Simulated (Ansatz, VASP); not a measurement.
ZnO (zincite): VASP beside Ansatz

```
CELL_PARAMETERS angstrom
3.24931 0.00000 0.00000
-1.62465 2.81398 0.00000
0.00000 0.00000 5.20571
ATOMIC_POSITIONS crystal
Zn 0.33333 0.66667 0.49902
Zn 0.66667 0.33333 0.99902
O 0.66667 0.33333 0.37999
O 0.33333 0.66667 0.87999
```

Alike in both runs: functional PBE; k mesh 9 × 9 × 6; occupations gaussian, width 0.02 eV; no spin polarisation.

Ansatz relaxed the structure, and its values are those at the end. VASP's run is a single point on that final structure, the one shown.

|  | VASP | Ansatz |
| --- | --- | --- |
| version | VASP 6.6.1 | Ansatz 0.2.0 |
| potentials or method | VASP PAW PBE potentials, release 64 (Zn, O) | scalar-relativistic, plane waves, PAW |
| plane-wave cutoff (eV) | 520 | 420 |
| valence electrons in the cell | 36 | 36 |

```csv
,VASP,Ansatz,Ansatz less VASP
gap on the k mesh at the Fermi level (eV),0.79,0.80,+0.015
least direct gap on the mesh (eV),0.79,0.80,+0.015
pressure (GPa),6.0,4.9,-1.10
```

The functional is the same, so the differences come from potentials, cutoffs and numerics. Ansatz warned: «stress_scf_threshold_loose».
